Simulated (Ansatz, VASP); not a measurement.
**Two plane-wave programs on InAs**

The input INCAR:

```
SYSTEM = InAs
PREC = Accurate
ENCUT = 520
EDIFF = 1E-7
ISMEAR = 0
SIGMA = 0.1
LREAL = .FALSE.
LASPH = .TRUE.
NELM = 60
ALGO = Normal
ISIF = 2
LWAVE = .FALSE.
LCHARG = .FALSE.
GGA = PS
NBANDS = 16
```

Contents of KPOINTS:

```
regular mesh
0
G
  12 12 12
  0 0 0
```

Contents of POSCAR:

```
InAs
1.0
    0.0000000000      2.8773040000      2.8773040000
    2.8773040000      0.0000000000      2.8773040000
    2.8773040000      2.8773040000      0.0000000000
In As
1 1
Direct
    0.5156396404      0.5156396404      0.4843603596
    0.0000000000      0.0000000000      0.0000000000
```

Input for Ansatz:

```yaml
crystal:
  lattice:
    - [0.0, 2.877304, 2.877304]
    - [2.877304, 0.0, 2.877304]
    - [2.877304, 2.877304, 0.0]
  atoms:
    - { symbol: In, position: [0.5156396404, 0.5156396404, 0.4843603596] }
    - { symbol: As, position: [0.0, 0.0, 0.0] }
basis:
  ecutwfc: 420
kpoints:
  mp_grid: { grid: [12, 12, 12] }
hamiltonian:
  xc: pbesol
scf:
  occupations: { method: gaussian, width: 0.1 }
output:
  forces: true
  stress: true
  eigenvalues: true
  populations: true
```

Change from the starting cell: one atom moved.

Alike in both runs: task single point; functional PBEsol; k mesh 12 × 12 × 12; occupations gaussian, width 0.1 eV; no spin polarisation.

|  | VASP | Ansatz |
| --- | --- | --- |
| version | VASP 6.6.1 | Ansatz 0.2.0 |
| potentials or method | VASP PAW PBE potentials, release 64 (In_d, As) | scalar-relativistic, plane waves, PAW |
| plane-wave cutoff (eV) | 520 | 420 |
| valence electrons in the cell | 18 | 28 |

```csv
,VASP,Ansatz,Ansatz less VASP
gap on the k mesh at the Fermi level (eV),none,none,-
pressure (GPa),-3.1,-3.2,-0.09
largest component of the traceless stress (GPa),0.51,0.51,-0.001
rms of the force components (eV/Å),0.097,0.095,-0.0019
```

Atom by atom the forces differ by 0.002 eV/Å (rms over components). A gap of «none» marks a metal or a gap that the smearing closes. With one functional, cell and mesh, what is left measures potentials, basis and numerics. The two sets of potentials don't hold the same shells in valence.

Caveats: the PAW data sets were made with another functional, which shifts forces and pressure a little (VASP).
